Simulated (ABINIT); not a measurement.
# ZnS (F-43m) in ABINIT: further runs, part 2 of 2

ABINIT 10.8.3 (patched build). The steps go on from the part before.

### 5 Band structure, SCAN

File run.abi:

```
ndtset 2

pp_dirpath "./"
pseudos "Zn.GGA_PBE-JTH.xml, S.GGA_PBE-JTH.xml"

acell 3.8212050455 3.8212050455 3.8212050455 Angstrom
rprim
     0.0000000000     0.7071067812     0.7071067812
     0.7071067812     0.0000000000     0.7071067812
     0.7071067812     0.7071067812     0.0000000000
ntypat 2
znucl 30 16
natom 2
typat 1 2
xcart
     4.0530000000     4.0530000000     4.0530000000
     0.0000000000     0.0000000000     0.0000000000 Angstrom

ecut 26.0
pawecutdg 48.0

ixc -263267
usekden 1
pawxcdev 0

occopt 3
tsmear 0.05 eV

nstep 100

iomode 3
prtwf 0
prteig 0
prtebands 0
enunit 1
prtden1 1
prtkden1 1

kptopt1 1
ngkpt1 9 9 9
nshiftk1 1
shiftk1 0.0 0.0 0.0
nband1 13
tolvrs1 1.0e-7

iscf2 -2
getden2 1
getkden2 1
nband2 19
nbdbuf2 4
tolwfr2 1.0e-11
kptopt2 -9
ndivsm2 6
prteig2 1
kptbounds2
     0.0000000000     0.0000000000     0.0000000000
     0.5000000000     0.0000000000     0.5000000000
     0.5000000000     0.2500000000     0.7500000000
     0.3750000000     0.3750000000     0.7500000000
     0.0000000000     0.0000000000     0.0000000000
     0.5000000000     0.5000000000     0.5000000000
     0.6250000000     0.2500000000     0.6250000000
     0.5000000000     0.2500000000     0.7500000000
     0.5000000000     0.5000000000     0.5000000000
     0.3750000000     0.3750000000     0.7500000000
```

Potentials or basis: JTH PAW PBE v2.0.

Started as:

```sh
$ abinit run.abi > log 2>&1
```

run.abo:

```text
.Version 10.8.3 of ABINIT
 DATASET    1 : space group F-4 3 m (#216); Bravais cF (face-center cubic)
================================================================================
 Values of the parameters that define the memory need for DATASET  1.
     intxc =       0    ionmov =       0      iscf =      17    lmnmax =      18
     lnmax =       6     mgfft =      36  mpssoang =       3    mqgrid =    3001
     natom =       2  nloc_mem =       2    nspden =       1   nspinor =       1
    nsppol =       1      nsym =      24    n1xccc =       1    ntypat =       2
    occopt =       3   xclevel =       2
       mpw =        1707          nfft =       46656          nkpt =          35
 PAW method is used; the additional fine FFT grid is defined by:
   mgfftf=        48    nfftf =    110592
================================================================================
================================================================================

 DATASET    2 : space group F-4 3 m (#216); Bravais cF (face-center cubic)
================================================================================
 Values of the parameters that define the memory need for DATASET  2.
     intxc =       0    ionmov =       0      iscf =      -2    lmnmax =      18
     lnmax =       6     mgfft =      36  mpssoang =       3    mqgrid =    3001
     natom =       2  nloc_mem =       2    nspden =       1   nspinor =       1
    nsppol =       1      nsym =      24    n1xccc =       1    ntypat =       2
    occopt =       3   xclevel =       2
       mpw =        1708          nfft =       46656          nkpt =         103
 PAW method is used; the additional fine FFT grid is defined by:
   mgfftf=        48    nfftf =    110592
================================================================================
================================================================================

--------------------------------------------------------------------------------
------------- Echo of variables that govern the present computation ------------
--------------------------------------------------------------------------------
 -outvars: echo values of preprocessed input variables --------
            acell      7.2210310069E+00  7.2210310069E+00  7.2210310069E+00 Bohr
              amu      6.53900000E+01  3.20660000E+01
             ecut      2.60000000E+01 Hartree
           enunit           1
           getden1          0
           getden2          1
          getkden1          0
          getkden2          1
             iscf1         17
             iscf2         -2
                       outvar_i_n : Printing only first  50 k-points.
              ixc     -263267
           jdtset        1    2
                       outvar_i_n : Printing only first  50 k-points.
           kptopt1          1
           kptopt2         -9
         kptrlatt        9    0    0      0    9    0      0    0    9
          kptrlen1     6.49892791E+01
          kptrlen2     3.00000000E+01
            natom           2
            nband1         13
            nband2         19
           nbdbuf1          0
           nbdbuf2          4
           ndtset           2
           ndivsm1          0
           ndivsm2          6
            ngfft          36      36      36
          ngfftdg          48      48      48
             nkpt1         35
             nkpt2        103
            nstep         100
             nsym          24
           ntypat           2
           occopt           3
        pawecutdg      4.80000000E+01 Hartree
         pawxcdev           0
[... 1100 lines left out ...]
  1.1215E-02  6.6722E-02  1.1555E-01  3.4848E-01  4.1858E-01  5.4724E-01
  5.6390E-01  6.0101E-01  6.6098E-01  7.8809E-01  8.3766E-01  8.5704E-01
  8.9375E-01

Result for kinetic energy density :

--------------------------------------------------------------------------------
 Total kinetic energy density [Ha/Bohr^3]
)     Maximum=    5.0856E-01  at reduced coord.    0.0000    0.0000    0.0000
)     Minimum=    1.1971E-03  at reduced coord.    0.5000    0.5000    0.5000
   Integrated=    1.1011E+01
--------------------------------------------------------------------------------

--- !ResultsGS
iteration_state: {dtset: 2, }
comment   : Summary of ground state results
lattice_vectors:
- [  0.0000000,   5.1060400,   5.1060400, ]
- [  5.1060400,   0.0000000,   5.1060400, ]
- [  5.1060400,   5.1060400,   0.0000000, ]
lattice_lengths: [   7.22103,    7.22103,    7.22103, ]
lattice_angles: [ 60.000,  60.000,  60.000, ] # degrees, (23, 13, 12)
lattice_volume:   2.6624572E+02
convergence: {deltae:  0.000E+00, res2:  0.000E+00, residm:  9.993E-12, diffor:  0.000E+00, }
etotal    :  -6.61968993E+01
entropy   :   0.00000000E+00
fermie    :   2.31601818E-01
cartesian_stress_tensor: null
pressure_GPa: null
xred      :
- [  7.5000E-01,   7.5000E-01,   7.5000E-01, Zn]
- [ -7.9673E-12,  -7.9674E-12,  -7.9674E-12,  S]
cartesian_forces: null
force_length_stats: {min: null, max: null, mean: null, }
...

 Integrated electronic density in atomic spheres:
 ------------------------------------------------
 Atom  Sphere_radius  Integrated_density
    1        2.30770         10.79022645
    2        1.90380          3.61038165

================================================================================

 ----iterations are completed or convergence reached----

 Mean square residual over all n,k,spin=   53.100E-13; max=  99.932E-13
 reduced coordinates (array xred) for    2 atoms
       0.749999999992      0.749999999992      0.749999999992
      -0.000000000008     -0.000000000008     -0.000000000008

 cartesian coordinates (angstrom) at end:
    1      4.05300000000000     4.05300000000000     4.05300000000000
    2     -0.00000000004306    -0.00000000004306    -0.00000000004306
 length scales=  7.221031006932  7.221031006932  7.221031006932 bohr
              =  3.821205045500  3.821205045500  3.821205045500 angstroms
 Eigenvalues (   eV  ) for nkpt= 103  k points:
 kpt#   1, nband= 19, wtk=  1.00000, kpt=  0.0000  0.0000  0.0000 (reduced coord)
  -8.71203   -1.49071   -1.49071   -1.49071   -0.93952   -0.93952    5.00127    5.00127
   5.00127    7.57720   11.86361   11.86361   11.86361   17.24753   17.24753   17.43183
  20.21253   20.21253   20.21253
 kpt#   2, nband= 19, wtk=  1.00000, kpt=  0.0294  0.0000  0.0294 (reduced coord)
  -8.70298   -1.49186   -1.48840   -1.48840   -0.94054   -0.93886    4.91818    4.97551
   4.97551    7.66921   11.81212   11.90208   11.90208   17.09668   17.25886   17.51599
  20.24675   20.24675   20.27110
 kpt#   3, nband= 19, wtk=  1.00000, kpt=  0.0588  0.0000  0.0588 (reduced coord)
  -8.67600   -1.49519   -1.48150   -1.48150   -0.94352   -0.93691    4.69850    4.90037
   4.90037    7.91416   11.66704   12.01547   12.01547   16.70794   17.29279   17.76153
  20.34921   20.34921   20.41036
 kpt#   4, nband= 19, wtk=  1.00000, kpt=  0.0882  0.0000  0.0882 (reduced coord)
  -8.63166   -1.50038   -1.47007   -1.47007   -0.94828   -0.93373    4.39680    4.78169
   4.78169    8.25273   11.45105   12.19808   12.19808   16.20140   17.34898   18.14412
  20.51922   20.51922   20.58333
 kpt#   5, nband= 19, wtk=  1.00000, kpt=  0.1176  0.0000  0.1176 (reduced coord)
[... 381 lines left out ...]
   3.46551    9.83760   11.83336   14.08557   14.22485   16.78575   17.84965   21.00384
  21.83308   23.16707   24.24184
 kpt# 101, nband= 19, wtk=  1.00000, kpt=  0.4000  0.4000  0.7000 (reduced coord)
  -7.52401   -1.37104   -1.22640   -1.03149   -0.91349   -0.63339    0.24255    1.93584
   3.34311    9.71624   11.81021   14.28467   14.65032   16.51040   17.78851   21.42474
  22.42168   23.22296   24.16613
 kpt# 102, nband= 19, wtk=  1.00000, kpt=  0.3875  0.3875  0.7250 (reduced coord)
  -7.49398   -1.37806   -1.20673   -1.04317   -0.90963   -0.61036    0.28997    1.81546
   3.23427    9.59089   11.64214   14.61457   15.03832   16.33237   17.82329   21.57655
  22.98658   23.09758   24.16507
 kpt# 103, nband= 19, wtk=  1.00000, kpt=  0.3750  0.3750  0.7500 (reduced coord)
  -7.47611   -1.38679   -1.19217   -1.05853   -0.90399   -0.59998    0.30516    1.81559
   3.14438    9.48263   11.39003   14.89110   15.34464   16.35440   17.98620   21.44495
  22.79397   23.32115   24.32026

== END DATASET(S) ==============================================================
================================================================================

 -outvars: echo values of variables after computation  --------
            acell      7.2210310069E+00  7.2210310069E+00  7.2210310069E+00 Bohr
           etotal1    -6.6196899271E+01
            fcart1    -0.0000000000E+00 -0.0000000000E+00 -0.0000000000E+00
                      -0.0000000000E+00 -0.0000000000E+00 -0.0000000000E+00
            rprim      0.0000000000E+00  7.0710678120E-01  7.0710678120E-01
                       7.0710678120E-01  0.0000000000E+00  7.0710678120E-01
                       7.0710678120E-01  7.0710678120E-01  0.0000000000E+00
           strten1     4.2605455709E-05  4.2605455709E-05  4.2605455709E-05
                       0.0000000000E+00  0.0000000000E+00  0.0000000000E+00
           xangst      4.0530000000E+00  4.0530000000E+00  4.0530000000E+00
                      -4.3056003985E-11 -4.3055778998E-11 -4.3055778998E-11
             xred      7.4999999999E-01  7.4999999999E-01  7.4999999999E-01
                      -7.9673490028E-12 -7.9674322695E-12 -7.9674322695E-12
 Calculation completed.
```

Wall time 5 min (1 thread of Intel Xeon 6975P-C (Granite Rapids), shared host); peak memory 0.17 GiB.

Results:

- Free energy: -1801.3094 eV
- Pressure: -1.3 GPa
- Band gap on the k mesh: 2.58 eV, direct
- Band gap along the path: 2.58 eV, direct
- Valence electrons inside the program's atomic spheres: Zn 10.79; S 3.61

Levels at the corners of the path, in eV from the valence-band top:
```tsv
point	band 6	band 7	band 8	band 9	band 10	band 11	band 12	band 13
Γ	-5.94	0.00	0.00	0.00	2.58	6.86	6.86	6.86
X	-5.73	-4.63	-2.29	-2.29	3.71	4.45	11.64	12.72
W	-5.55	-4.66	-2.81	-2.78	6.02	6.53	8.42	8.65
K	-5.60	-4.70	-3.19	-1.86	4.48	6.39	9.89	10.34
Γ	-5.94	0.00	0.00	0.00	2.58	6.86	6.86	6.86
L	-5.75	-5.41	-0.89	-0.89	3.75	7.37	7.37	9.34
U	-5.60	-4.70	-3.19	-1.86	4.48	6.39	9.89	10.34
W	-5.55	-4.66	-2.81	-2.78	6.02	6.53	8.42	8.65
L	-5.75	-5.41	-0.89	-0.89	3.75	7.37	7.37	9.34
K	-5.60	-4.70	-3.19	-1.86	4.48	6.39	9.89	10.34
```

Caveat: totals of a meta-GGA on PAW files have another zero than those of a GGA; the PAW data sets were made with another functional, which shifts forces and pressure a little.

### 6 Band structure, revPBE

Changes to run.abi since step 5:

```diff
@@ -20,6 +20,5 @@
 pawecutdg 48.0
+pawxcdev 0
 
-ixc -263267
-usekden 1
-pawxcdev 0
+ixc 14
 
@@ -36,3 +35,2 @@
 prtden1 1
-prtkden1 1
 
@@ -43,3 +41,3 @@
 nband1 13
-tolvrs1 1.0e-7
+tolvrs1 1.0e-9
 
@@ -47,3 +45,2 @@
 getden2 1
-getkden2 1
 nband2 19
```

Potentials or basis: JTH PAW PBE v2.0.

Started as:

```sh
$ abinit run.abi > log 2>&1
```

Run time: 93 s. Hardware: 1 thread of Intel Xeon 6975P-C (Granite Rapids), shared host; peak memory 0.15 GiB.

It converged, with:

```
Free energy                                           : -2030.5071 eV
Pressure                                              : 3.4 GPa
Band gap on the k mesh                                : 2.22 eV, direct
Band gap along the path                               : 2.22 eV, direct
Valence electrons inside the program's atomic spheres : Zn 10.79; S 3.61
```

Levels at the corners of the path, in eV from the valence-band top:
| point | band 7 | band 8 | band 9 | band 10 | band 11 | band 12 |
| --- | --- | --- | --- | --- | --- | --- |
| Γ | 0.00 | 0.00 | 0.00 | 2.22 | 6.41 | 6.41 |
| X | -4.52 | -2.21 | -2.21 | 3.51 | 4.14 | 11.08 |
| W | -4.56 | -2.72 | -2.69 | 5.78 | 6.06 | 7.92 |
| K | -4.59 | -3.08 | -1.80 | 4.21 | 6.01 | 9.45 |
| Γ | 0.00 | 0.00 | 0.00 | 2.22 | 6.41 | 6.41 |
| L | -5.25 | -0.86 | -0.86 | 3.39 | 6.94 | 6.94 |
| U | -4.59 | -3.08 | -1.80 | 4.21 | 6.01 | 9.45 |
| W | -4.56 | -2.72 | -2.69 | 5.78 | 6.06 | 7.92 |
| L | -5.25 | -0.86 | -0.86 | 3.39 | 6.94 | 6.94 |
| K | -4.59 | -3.08 | -1.80 | 4.21 | 6.01 | 9.45 |

Caveat: the PAW data sets were made with another functional, which shifts forces and pressure a little.

### 7 The runs side by side

| level | gap on the mesh (eV) | pressure (GPa) |
| --- | --- | --- |
| BLYP | 2.09 | 5.5 |
| AM05 | 2.08 | -1.6 |
| r2SCAN | 2.64 | -0.6 |
| SCAN | 2.58 | -1.3 |
| revPBE | 2.22 | 3.4 |

Alike in all rows: task band structure; potentials or basis JTH PAW PBE v2.0; no spin polarisation; cell as given; k mesh 9 × 9 × 9; cutoff (eV) 707; smearing fermi-dirac 0.05 eV.

On the cell as given the gap runs from 2.08 eV (AM05) to 2.64 eV (r2SCAN). The pressure there spans -1.6 GPa (AM05) to 5.5 GPa (BLYP); a positive pressure means that this level wants a larger cell, a negative one a smaller.

Caveats: the PAW data sets were made with another functional, which shifts forces and pressure a little; totals of a meta-GGA on PAW files have another zero than those of a GGA (some runs).

Total energies depend on the potentials used, so only differences within one code and one set of settings carry meaning.

### 8 Comparison with measurements

Step 2. Against the measured gap of ZnS, 3.85 eV (direct; 19 K; quoted in “Electronic, vibrational, and thermodynamic properties of ZnS (zincblende and rocksalt structure)”, 2009, arxiv:0911.5022), the calculated 2.09 eV is off by -1.76 eV. The value is that of BLYP, without temperature or zero-point motion. Semilocal functionals fall short of measured gaps as a rule.

Step 3. Against the measured gap of ZnS, 3.85 eV (direct; 19 K; quoted in “Electronic, vibrational, and thermodynamic properties of ZnS (zincblende and rocksalt structure)”, 2009, arxiv:0911.5022), the calculated 2.08 eV is off by -1.77 eV. The value is that of AM05, without temperature or zero-point motion. Semilocal functionals fall short of measured gaps as a rule.

Step 4. Against the measured gap of ZnS, 3.85 eV (direct; 19 K; quoted in “Electronic, vibrational, and thermodynamic properties of ZnS (zincblende and rocksalt structure)”, 2009, arxiv:0911.5022), the calculated 2.64 eV is off by -1.21 eV. The value is that of r2SCAN, without temperature or zero-point motion.

Step 5. Measured gap of ZnS: 3.85 eV (direct; 19 K; quoted in “Electronic, vibrational, and thermodynamic properties of ZnS (zincblende and rocksalt structure)”, 2009, arxiv:0911.5022). This calculation gives 2.58 eV (-1.27 eV). The value is that of SCAN, without temperature or zero-point motion.

Step 6. Measured gap of ZnS: 3.85 eV (direct; 19 K; quoted in “Electronic, vibrational, and thermodynamic properties of ZnS (zincblende and rocksalt structure)”, 2009, arxiv:0911.5022). This calculation gives 2.22 eV (-1.63 eV). The value is that of revPBE, without temperature or zero-point motion. Semilocal functionals fall short of measured gaps as a rule.
